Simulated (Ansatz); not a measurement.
# Si (diamond type): maximally localised Wannier functions, part 1 of 2

Where do the localised orbitals of Si (diamond type) sit, how far are they spread, and how do the settings change that? The runs, in order: PBE, valence s p on half of the atoms, 6×6×6; PBE, valence s p on half of the atoms, 4×4×4; PBE, valence s p on half of the atoms, 8×8×8; PBE, all s p, disentangled, 6×6×6; r2SCAN, valence s p on half of the atoms, 6×6×6; r2SCAN, all s p, disentangled, 6×6×6; HSE06, valence s p on half of the atoms, 6×6×6; HSE06, all s p, disentangled, 6×6×6 (level, trial orbitals, Wannier mesh).

Method: plane waves, PAW, in Ansatz 0.2.0.

1 further run of the same task is left out (it didn't finish).

## (1) The system as given

The structure is cubic, space group Fd-3m (No. 227). The conventional cell has a = 5.444 Å, b = 5.444 Å, c = 5.444 Å, α = 90.00°, β = 90.00°, γ = 90.00°. Si (site symmetry -43m) is surrounded by 4 Si at 2.36 Å.

Coordinates:

```xyz
2
Lattice="0.0000 2.7221 2.7221 2.7221 0.0000 2.7221 2.7221 2.7221 0.0000" Properties=species:S:1:pos:R:3 pbc="T T T"
Si    0.0000    0.0000    0.0000
Si    1.3611    1.3611    1.3611
```

Cell and atoms come from an earlier r2SCAN relaxation.

## (2) PBE, valence s p on half of the atoms, 6×6×6

Input file input.yaml:

```yaml
crystal:
  lattice:
    - [0.0, 2.7221188962, 2.7221188962]
    - [2.7221188962, 0.0, 2.7221188962]
    - [2.7221188962, 2.7221188962, 0.0]
  atoms:
    - { symbol: Si, position: [0.0, 0.0, 0.0] }
    - { symbol: Si, position: [0.25, 0.25, 0.25] }
kpoints:
  mp_grid: { grid: [6, 6, 6] }
  band_path:
    path:
      - [[0.0, 0.0, 0.0], [0.5, 1.099706215461e-34, 0.5], [0.625, 0.25, 0.625]]
      - [[0.375, 0.375, 0.75], [0.0, 0.0, 0.0], [0.5, 0.5, 0.5], [0.5, 0.25, 0.75], [0.5, 1.099706215461e-34, 0.5]]
    npoints: 10
hamiltonian:
  xc: pbe
scf:
  occupations: { method: fixed }
  n_extra_bands: 6
output:
  forces: false
  stress: false
  eigenvalues: true
  wannier:
    kmesh: [6, 6, 6]
    projections: [{ site: 0, l: s, shell: 3 }, { site: 0, l: p, shell: 3 }]
    minimise: true
    write_hr: true
    conv_tol: 1.0e-08
    max_iter: 3000
```

Command:

```bash
$ ansatz run input.yaml --threads 4 --pin off --max-ram 3686MiB --backend cpu --events-out ev --progress --plain --runs-dir out
```

Output, shortened:

```text
Warning: RAYON_NUM_THREADS=4 ignored (pool sized by the plan → 4); use --threads N
scf.n_extra_bands = 6 over 4 filled bands (N_el = 8.0): the run solves 10 bands
[...]
Pseudopotentials: kind: paw
Pseudopotential: Si, paw, valence charge 4, recommended cutoff 420 eV (normal), Si.paw.azcp
Functional definition: PBE
[...]
Crystal: 2 atoms, lattice volume = 40.341 Å³
Basis set: ecut = 420 eV, 749 PW (Γ)
Bands: 10, of which v1, the nominal top of the filled ones, is band 4 counted from 1 (3 counted from 0)
Symmetry: 48 space group operations
Space group: Fd-3m (ITA 227), of the structure as read, at distance tolerance 3.4e-5 Å
k-points: 16 of 216
[...]
SCF iter   1: F=—  HF=-1271.593802 eV  |F-HF|=—  |Δ(HF+E_count)|=         —  Δρ=9.14e-4  dr2=1.68e-4  ethr=1.77e-3  ⟨swp⟩=4.2  Hψ=1018  notcnv=0  defer=56
[...]
SCF iter   6: F=-1271.594190 eV  HF=-1271.594190 eV  |F-HF|=2.27e-12  |Δ(HF+E_count)|=  8.14e-10  Δρ=1.50e-7  dr2=5.04e-12  ethr=3.77e-12  ⟨swp⟩=6.3  Hψ=1131  notcnv=0
[...]
NSCF: frozen V_eff on 62 k-points
NSCF: frozen V_eff on 19 k-points
the Wannier pass solved 19 of the 216 points of its mesh, and has the states at the others by symmetry: states obtained by the crystal's operations at points that were solved too leave a residual of 2.88e-13 eV (read by the count's bands and the next), within 4.17e-6 eV
SCF converged after 6 iterations
Free energy (F): -1271.594190 eV
[...]
E sigma→0 (E₀):  -1271.594190 eV
Fermi energy:    6.159351 eV
[...]
--- Band table (eV; the first three rows and the last of 16) ---
  k-point 0: bands = ["-5.7525", "6.1594", "6.1594", "6.1594", "8.7138", "8.7138", "8.7138", "9.4382", "13.8705", "13.8705"]
[...]
Wannier search: line search 1 of at most 3000: gauge-dependent spread (as the search counts it) 5.5382574 Å², largest recent change 1.2e0 Å² and fall left 8.0e-3 Å² against conv_tol 1.0e-8 Å², 0 stops escaped
```

Wall time 1.3 s (4 threads of Arm Neoverse N1, shared host); peak memory 0.32 GiB.

wannier.win, as written (k points left out):

```
! ansatz wannier90 interface
! projections by site (counted from 0) and shell: 0 3S, 0 3P
! states of the run's bands (counted from 1): 1-4
! their least projectability: 0.5808
num_bands = 4
num_wann  = 4
num_iter  = 2000
conv_tol = 1e-8
conv_window = 5
guiding_centres = true
write_hr = true

begin unit_cell_cart
Ang
  0.0  2.7221188962  2.7221188962
  2.7221188962  0.0  2.7221188962
  2.7221188962  2.7221188962  0.0
end unit_cell_cart

begin atoms_frac
Si  0.0  0.0  0.0
Si  0.25  0.25  0.25
end atoms_frac

mp_grid = 6 6 6
```

wannier.win names the bands that the functions span: 1-4 (counted from 1; 4 are filled).

The head of wannier.spreads.toml:

```toml
omega_i_ang2 = 7.092428836709672
omega_d_ang2 = 0.0000000000000000000612626664583613
omega_od_ang2 = 0.5403813757589992
omega_total_ang2 = 7.632810212468671
least_projectability = 0.5807569453575707
b_vectors_match_mmn = true
n_iter = 21
converged = true
rejected_fitted_steps = 0
```

The functions (centres in Å, on-site energies from the top of the filled bands):

```tsv
n	x	y	z	spread (Å²)	on-site (eV)	nearest atoms	distance (Å)
1	0.681	0.681	0.681	1.908	-5.041	Si1 Si2	1.18
2	-0.681	-0.681	0.681	1.908	-5.041	Si1 Si2	1.18
3	0.681	-0.681	-0.681	1.908	-5.041	Si1 Si2	1.18
4	-0.681	0.681	-0.681	1.908	-5.041	Si1 Si2	1.18
```

The largest hoppings ⟨m, 0|H|n, R⟩, one of each Hermitian pair (signs follow the phases of the functions):

```tsv
m	n	R	distance (Å)	t (eV)
2	4	0 0 0	1.92	-1.238
2	4	0 1 -1	1.92	-1.238
1	2	0 0 1	1.92	-1.238
4	3	1 -1 0	1.92	1.238
2	3	1 0 -1	1.92	1.238
1	4	0 0 0	1.92	-1.238
3	4	0 0 0	1.92	1.238
2	3	0 0 0	1.92	1.238
```

Interpolated bands at the corners of the path, eV from the top of the filled bands:

```tsv
point	e1	e2	e3	e4
Γ	-11.91	0.00	0.00	0.00
X	-7.79	-7.79	-2.83	-2.83
U	-8.23	-7.19	-4.27	-2.42
K	-8.23	-7.19	-4.27	-2.42
Γ	-11.91	0.00	0.00	0.00
L	-9.60	-6.94	-1.19	-1.19
W	-7.63	-7.63	-3.88	-3.88
X	-7.79	-7.79	-2.83	-2.83
```

Along the path each interpolated band stays within 0.03, 0.12, 0.10, 0.05 eV of the nearest computed level, from the lowest band up.

## (3) PBE, valence s p on half of the atoms, 4×4×4

input.yaml, as its differences from that of step 2:

```diff
@@ -25,3 +25,3 @@
   wannier:
-    kmesh: [6, 6, 6]
+    kmesh: [4, 4, 4]
     projections: [{ site: 0, l: s, shell: 3 }, { site: 0, l: p, shell: 3 }]
```

Command:

```bash
$ ansatz run input.yaml --threads 4 --pin off --max-ram 3686MiB --backend cpu --events-out ev --progress --plain --runs-dir out
```

Output, shortened:

```text
Warning: RAYON_NUM_THREADS=4 ignored (pool sized by the plan → 4); use --threads N
scf.n_extra_bands = 6 over 4 filled bands (N_el = 8.0): the run solves 10 bands
[...]
[... 3 set-up lines as earlier in the session ...]
[...]
Crystal: 2 atoms, lattice volume = 40.341 Å³
Basis set: ecut = 420 eV, 749 PW (Γ)
Bands: 10, of which v1, the nominal top of the filled ones, is band 4 counted from 1 (3 counted from 0)
[... 2 set-up lines as earlier in the session ...]
k-points: 16 of 216
[...]
SCF iter   1: F=—  HF=-1271.593802 eV  |F-HF|=—  |Δ(HF+E_count)|=         —  Δρ=9.14e-4  dr2=1.68e-4  ethr=1.77e-3  ⟨swp⟩=4.2  Hψ=1018  notcnv=0  defer=56
[...]
SCF iter   6: F=-1271.594190 eV  HF=-1271.594190 eV  |F-HF|=2.27e-12  |Δ(HF+E_count)|=  8.14e-10  Δρ=1.50e-7  dr2=5.04e-12  ethr=3.77e-12  ⟨swp⟩=6.3  Hψ=1131  notcnv=0
[...]
NSCF: frozen V_eff on 62 k-points
NSCF: frozen V_eff on 11 k-points
the Wannier pass solved 11 of the 64 points of its mesh, and has the states at the others by symmetry: states obtained by the crystal's operations at points that were solved too leave a residual of 1.91e-13 eV (read by the count's bands and the next), within 6.67e-6 eV
SCF converged after 6 iterations
Free energy (F): -1271.594190 eV
[...]
E sigma→0 (E₀):  -1271.594190 eV
Fermi energy:    6.159351 eV
[...]
--- Band table (eV; the first three rows and the last of 16) ---
  k-point 0: bands = ["-5.7525", "6.1594", "6.1594", "6.1594", "8.7138", "8.7138", "8.7138", "9.4382", "13.8705", "13.8705"]
[...]
Wannier search: line search 1 of at most 3000: gauge-dependent spread (as the search counts it) 5.0306085 Å², largest recent change 7.0e-1 Å² and fall left 6.8e-3 Å² against conv_tol 1.0e-8 Å², 0 stops escaped
```

Run time: 1.1 s. Hardware: 4 threads of Arm Neoverse N1, shared host; peak memory 0.31 GiB.

wannier.win names the bands that the functions span: 1-4 (counted from 1; 4 are filled).

The head of wannier.spreads.toml:

```toml
omega_i_ang2 = 5.903572567574599
omega_d_ang2 = 0.0000000000000000002384709180682917
omega_od_ang2 = 0.5528519457944145
omega_total_ang2 = 6.456424513369014
least_projectability = 0.5807569453575707
b_vectors_match_mmn = true
n_iter = 21
converged = true
rejected_fitted_steps = 1
```

The functions (centres in Å, on-site energies from the top of the filled bands):

```tsv
n	x	y	z	spread (Å²)	on-site (eV)	nearest atoms	distance (Å)
1	0.681	0.681	0.681	1.614	-5.020	Si1 Si2	1.18
2	-0.681	-0.681	0.681	1.614	-5.020	Si1 Si2	1.18
3	-0.681	0.681	-0.681	1.614	-5.020	Si1 Si2	1.18
4	0.681	-0.681	-0.681	1.614	-5.020	Si1 Si2	1.18
```

Along the path each interpolated band stays within 0.12, 0.31, 0.34, 0.16 eV of the nearest computed level, from the lowest band up.

## (4) PBE, valence s p on half of the atoms, 8×8×8

input.yaml, as its differences from that of step 3:

```diff
@@ -25,3 +25,3 @@
   wannier:
-    kmesh: [4, 4, 4]
+    kmesh: [8, 8, 8]
     projections: [{ site: 0, l: s, shell: 3 }, { site: 0, l: p, shell: 3 }]
```

Command:

```bash
$ ansatz run input.yaml --threads 4 --pin off --max-ram 3686MiB --backend cpu --events-out ev --progress --plain --runs-dir out
```

Output, shortened:

```text
Warning: RAYON_NUM_THREADS=4 ignored (pool sized by the plan → 4); use --threads N
scf.n_extra_bands = 6 over 4 filled bands (N_el = 8.0): the run solves 10 bands
[...]
[... 3 set-up lines as earlier in the session ...]
[...]
Crystal: 2 atoms, lattice volume = 40.341 Å³
Basis set: ecut = 420 eV, 749 PW (Γ)
Bands: 10, of which v1, the nominal top of the filled ones, is band 4 counted from 1 (3 counted from 0)
[... 2 set-up lines as earlier in the session ...]
k-points: 16 of 216
[...]
SCF iter   1: F=—  HF=-1271.593802 eV  |F-HF|=—  |Δ(HF+E_count)|=         —  Δρ=9.14e-4  dr2=1.68e-4  ethr=1.77e-3  ⟨swp⟩=4.2  Hψ=1018  notcnv=0  defer=56
[...]
SCF iter   6: F=-1271.594190 eV  HF=-1271.594190 eV  |F-HF|=2.27e-12  |Δ(HF+E_count)|=  8.14e-10  Δρ=1.50e-7  dr2=5.04e-12  ethr=3.77e-12  ⟨swp⟩=6.3  Hψ=1131  notcnv=0
[...]
NSCF: frozen V_eff on 62 k-points
NSCF: frozen V_eff on 32 k-points
the Wannier pass solved 32 of the 512 points of its mesh, and has the states at the others by symmetry: states obtained by the crystal's operations at points that were solved too leave a residual of 1.37e-13 eV (read by the count's bands and the next), within 5.56e-6 eV
SCF converged after 6 iterations
Free energy (F): -1271.594190 eV
[...]
E sigma→0 (E₀):  -1271.594190 eV
Fermi energy:    6.159351 eV
[...]
--- Band table (eV; the first three rows and the last of 16) ---
  k-point 0: bands = ["-5.7525", "6.1594", "6.1594", "6.1594", "8.7138", "8.7138", "8.7138", "9.4382", "13.8705", "13.8705"]
[...]
Wannier search: line search 1 of at most 3000: gauge-dependent spread (as the search counts it) 5.7226241 Å², largest recent change 1.5e0 Å² and fall left 5.5e-3 Å² against conv_tol 1.0e-8 Å², 0 stops escaped
```

Wall time 1.8 s (4 threads of Arm Neoverse N1, shared host); peak memory 0.34 GiB.

wannier.win names the bands that the functions span: 1-4 (counted from 1; 4 are filled).

The head of wannier.spreads.toml:

```toml
omega_i_ang2 = 7.717771588899495
omega_d_ang2 = 0.00000000000000000006884140479343832
omega_od_ang2 = 0.4972290155268933
omega_total_ang2 = 8.215000604426388
least_projectability = 0.5577217214218009
b_vectors_match_mmn = true
n_iter = 22
converged = true
rejected_fitted_steps = 2
```

The functions (centres in Å, on-site energies from the top of the filled bands):

```tsv
n	x	y	z	spread (Å²)	on-site (eV)	nearest atoms	distance (Å)
1	-0.681	0.681	-0.681	2.054	-5.043	Si1 Si2	1.18
2	0.681	0.681	0.681	2.054	-5.043	Si1 Si2	1.18
3	0.681	-0.681	-0.681	2.054	-5.043	Si1 Si2	1.18
4	-0.681	-0.681	0.681	2.054	-5.043	Si1 Si2	1.18
```

Along the path each interpolated band stays within 0.01, 0.05, 0.04, 0.03 eV of the nearest computed level, from the lowest band up.

## (5) PBE, all s p, disentangled, 6×6×6

input.yaml, as its differences from that of step 4:

```diff
@@ -19,3 +19,3 @@
   occupations: { method: fixed }
-  n_extra_bands: 6
+  n_extra_bands: 8
 output:
@@ -25,4 +25,4 @@
   wannier:
-    kmesh: [8, 8, 8]
-    projections: [{ site: 0, l: s, shell: 3 }, { site: 0, l: p, shell: 3 }]
+    kmesh: [6, 6, 6]
+    projections: [{ species: Si, l: s, shell: 3 }, { species: Si, l: p, shell: 3 }]
     minimise: true
@@ -31 +31,2 @@
     max_iter: 3000
+    disentanglement: { window: [-19.84, 22.88], frozen_window: [-1.84, 8.38] }
```

Command:

```bash
$ ansatz run input.yaml --threads 4 --pin off --max-ram 3686MiB --backend cpu --events-out ev --progress --plain --runs-dir out
```

Output:

```text
Warning: RAYON_NUM_THREADS=4 ignored (pool sized by the plan → 4); use --threads N
scf.n_extra_bands = 8 over 4 filled bands (N_el = 8.0): the run solves 12 bands
Engine: ansatz 0.2.0, aarch64-unknown-linux-gnu
[... 3 set-up lines as earlier in the session ...]
  parameter kappa = 0.804
  parameter beta = 0.06672455060314922
  exchange = pbe_x(kappa = kappa, mu = beta*pi^2/3)
  correlation = pbe_c(beta = beta)
Crystal: 2 atoms, lattice volume = 40.341 Å³
Basis set: ecut = 420 eV, 749 PW (Γ)
Bands: 12, of which v1, the nominal top of the filled ones, is band 4 counted from 1 (3 counted from 0)
[... 2 set-up lines as earlier in the session ...]
k-points: 16 of 216
Non-local potential: Si, projectors of the file, l = 0: 2, l = 1: 2, l = 2: 2
PAW form: soft (Blöchl's): semilocal exchange-correlation on the pseudo side does not see the compensation charge
PAW one-centre angular grid: Si, 110 points (default); XC on 64 Gauss nodes
Initial density: superposition of atomic densities (neutral atoms: chi_scale 0, normalization atom), corrected by the library's trained network
Initial wavefunctions: pseudopotential atomic-orbital guess
Functional: x = pbe(κ = 0.804, μ = 0.2195149727645171), c = pbe(β = 0.06672455060314922)
SCF iter   1: F=—  HF=-1271.593865 eV  |F-HF|=—  |Δ(HF+E_count)|=         —  Δρ=9.18e-4  dr2=1.66e-4  ethr=1.77e-3  ⟨swp⟩=4.3  Hψ=1116  notcnv=0  defer=88
preconditioner: auto → none  [insulator: Δε(μ)=0.723 eV  Ē_g=12.580 eV  n_scr=8 (ndim 8)  ℏωp=16.5 eV  f_vac=0.000  ε∞_Penn≈2.7]
SCF iter   2: F=—  HF=-1271.594146 eV  |F-HF|=—  |Δ(HF+E_count)|=   2.81e-4  Δρ=3.99e-4  dr2=3.53e-5  ethr=2.08e-6  ⟨swp⟩=2.1  Hψ=408  notcnv=0  defer=93
SCF iter   3: F=—  HF=-1271.594189 eV  |F-HF|=—  |Δ(HF+E_count)|=   4.32e-5  Δρ=1.00e-4  dr2=3.23e-6  ethr=4.42e-7  ⟨swp⟩=2.1  Hψ=214  notcnv=0  defer=86
SCF iter   4: F=—  HF=-1271.594190 eV  |F-HF|=—  |Δ(HF+E_count)|=   8.45e-7  Δρ=4.04e-5  dr2=6.42e-7  ethr=4.04e-8  ⟨swp⟩=1.0  Hψ=147  notcnv=0  defer=86
iter 5 did not close the SCF: its close was put off for the readings that it lacked (scf_convergence_deferred on its scf_iter line)
SCF iter   5: F=-1271.594190 eV  HF=-1271.594190 eV  |F-HF|=4.29e-10  |Δ(HF+E_count)|=   2.76e-8  Δρ=1.50e-6  dr2=4.83e-10  ethr=8.03e-9  ⟨swp⟩=2.0  Hψ=210  notcnv=0  defer=86
SCF iter   6: F=-1271.594190 eV  HF=-1271.594190 eV  |F-HF|=4.32e-12  |Δ(HF+E_count)|=  6.00e-10  Δρ=1.25e-7  dr2=3.45e-12  ethr=6.03e-12  ⟨swp⟩=6.8  Hψ=1398  notcnv=0
SCF 1 converged in 6 iterations: F = -1271.594190 eV  dr2 = 3.45e-12
NSCF: frozen V_eff on 62 k-points
NSCF: frozen V_eff on 19 k-points
the Wannier pass solved 19 of the 216 points of its mesh, and has the states at the others by symmetry: states obtained by the crystal's operations at points that were solved too leave a residual of 2.88e-13 eV (read by the count's bands and the next), within 4.17e-6 eV
NSCF: frozen V_eff on 19 k-points
the Wannier pass solved 19 of the 216 points of its mesh, and has the states at the others by symmetry: states obtained by the crystal's operations at points that were solved too leave a residual of 1.85e-13 eV (read by the count's bands and the next), within 4.17e-6 eV
SCF converged after 6 iterations
Free energy (F): -1271.594190 eV
Harris-Foulkes:  -1271.594190 eV  (|F-HF|=4.32e-12)
Internal energy: -1271.594190 eV  (E = F + TS)
E sigma→0 (E₀):  -1271.594190 eV
Fermi energy:    6.159351 eV
--- Per-component energies (eV) ---
  E_band       = 8.949265
  E_kinetic    = 80.705193
  E_local      = -55.363311  (includes V_loc(G=0)·N_el)
  E_nonlocal   = 51.904608
  E_hartree    = 15.064015
  E_xc         = -110.333254
  E_vxc        = -93.434235  (∫ρ·V_xc dr)
  E_paw        = -1025.607915  (= ΣΔE_a)
  E_vpaw       = -4.991037  (= ΣTr[D̂ρ^β])
  E_aug_tail   = 0.000012  (compensation charges beyond the density's cutoff)
  E_ewald      = -227.963539
  E_smearing   = -0.000000  (= −TS)
  E_closure    = 0.000000  (closes the sum)
  Σ components = -1271.594190   (vs F -1271.594190, Δ=0.00e0)
--- Band table (eV; the first three rows and the last of 16) ---
  k-point 0: bands = ["-5.7525", "6.1594", "6.1594", "6.1594", "8.7138", "8.7138", "8.7138", "9.4382", "13.8705", "13.8705", "14.0837", "17.3732"]
  k-point 1: bands = ["-5.3936", "3.7834", "5.7116", "5.7116", "8.4823", "9.3574", "9.3574", "11.5464", "13.2391", "13.2391", "15.2100", "16.7805"]
  k-point 2: bands = ["-4.3851", "0.8465", "5.1640", "5.1640", "7.8928", "9.6592", "9.6592", "13.9920", "14.1271", "14.1271", "15.2245", "19.7037"]
  k-point 15: bands = ["-1.5171", "-1.5171", "2.5429", "2.5429", "8.9050", "8.9050", "12.8904", "12.8904", "16.6819", "16.6819", "19.0461", "19.0461"]
Wannier search: line search 1 of at most 3000: gauge-dependent spread (as the search counts it) 6.3502439 Å², largest recent change 1.6e0 Å² and fall left 2.8e-3 Å² against conv_tol 1.0e-8 Å², 0 stops escaped
WARN: <dir> by an estimate from the overlaps, the levels of the selected subspace lie 0.041 eV from the frozen bands on average, midway between mesh points. Up to 0.02 eV counts as a good interpolation. More projections, another frozen window or a finer output.wannier.kmesh can bring them closer
```

Wall time 3.5 s (4 threads of Arm Neoverse N1, shared host); peak memory 0.36 GiB.

wannier.win, as written (k points left out):

```
! ansatz wannier90 interface
! projections by site (counted from 0) and shell: 0 3S, 1 3S, 0 3P, 1 3P
! states of the run's bands (counted from 1): 1-17
num_bands = 17
num_wann  = 8
num_iter  = 2000
conv_tol = 1e-8
conv_window = 5
dis_win_min = -19.84
dis_win_max = 22.88
dis_froz_min = -1.84
dis_froz_max = 8.38
dis_num_iter = 10000
guiding_centres = true
write_hr = true

begin unit_cell_cart
Ang
  0.0  2.7221188962  2.7221188962
  2.7221188962  0.0  2.7221188962
  2.7221188962  2.7221188962  0.0
end unit_cell_cart

begin atoms_frac
Si  0.0  0.0  0.0
Si  0.25  0.25  0.25
end atoms_frac

mp_grid = 6 6 6
```

The windows are typed on the program's own energy scale, on which the last band filled by count tops at 6.16 eV.

The head of wannier.spreads.toml:

```toml
omega_i_ang2 = 11.807007388657325
omega_d_ang2 = 0.1015623904300087
omega_od_ang2 = 1.7607673436255047
omega_total_ang2 = 13.66933712271284
least_projectability = 0.5828354667232855
b_vectors_match_mmn = true
n_iter = 23
converged = true
rejected_fitted_steps = 0
dis_converged = true
dis_n_iter = 124
dis_n_moved = 0
dis_level_miss = 0.04064091540597155
```

The functions (centres in Å, on-site energies from the top of the filled bands):

```tsv
n	x	y	z	spread (Å²)	on-site (eV)	nearest atoms	distance (Å)
1	0.450	0.450	-0.450	1.709	-0.041	Si1	0.78
2	0.911	1.811	0.911	1.709	-0.041	Si2	0.78
3	-0.450	0.450	0.450	1.709	-0.041	Si1	0.78
4	-0.450	-0.450	-0.450	1.709	-0.041	Si1	0.78
5	0.450	-0.450	0.450	1.709	-0.041	Si1	0.78
6	1.811	1.811	1.811	1.709	-0.041	Si2	0.78
7	1.811	0.911	0.911	1.709	-0.041	Si2	0.78
8	0.911	0.911	1.811	1.709	-0.041	Si2	0.78
```

The largest hoppings ⟨m, 0|H|n, R⟩, one of each Hermitian pair (moduli):

```tsv
m	n	R	distance (Å)	|t| (eV)
3	5	0 0 0	1.27	1.865
7	8	0 0 0	1.27	1.865
6	8	0 0 0	1.27	1.865
3	4	0 0 0	1.27	1.865
2	8	0 0 0	1.27	1.865
1	3	0 0 0	1.27	1.865
6	7	0 0 0	1.27	1.865
4	5	0 0 0	1.27	1.865
```

Interpolated bands at the corners of the path, eV from the top of the filled bands:

```tsv
point	e1	e2	e3	e4	e5	e6	e7	e8
Γ	-11.88	0.00	0.00	0.00	2.55	2.55	2.55	3.36
X	-7.79	-7.79	-2.83	-2.83	0.72	0.72	10.04	10.04
U	-8.21	-7.21	-4.31	-2.39	1.25	4.92	7.85	8.45
K	-8.21	-7.21	-4.31	-2.39	1.25	4.92	7.85	8.45
Γ	-11.88	0.00	0.00	0.00	2.55	2.55	2.55	3.36
L	-9.60	-6.94	-1.19	-1.19	1.51	3.90	3.90	8.97
W	-7.65	-7.65	-3.89	-3.89	5.30	5.30	5.80	5.80
X	-7.79	-7.79	-2.83	-2.83	0.72	0.72	10.04	10.04
```

Along the path each interpolated band stays within 0.04, 0.05, 0.07, 0.07, 0.60, 0.80, 1.25, 1.26 eV of the nearest computed level, from the lowest band up; bands outside the frozen window needn't match, and between the mesh's points a coarse mesh lets the others stray too.

Misses of an eV or more mean that the model does not follow those bands.

(Continued in part 2 of 2.)
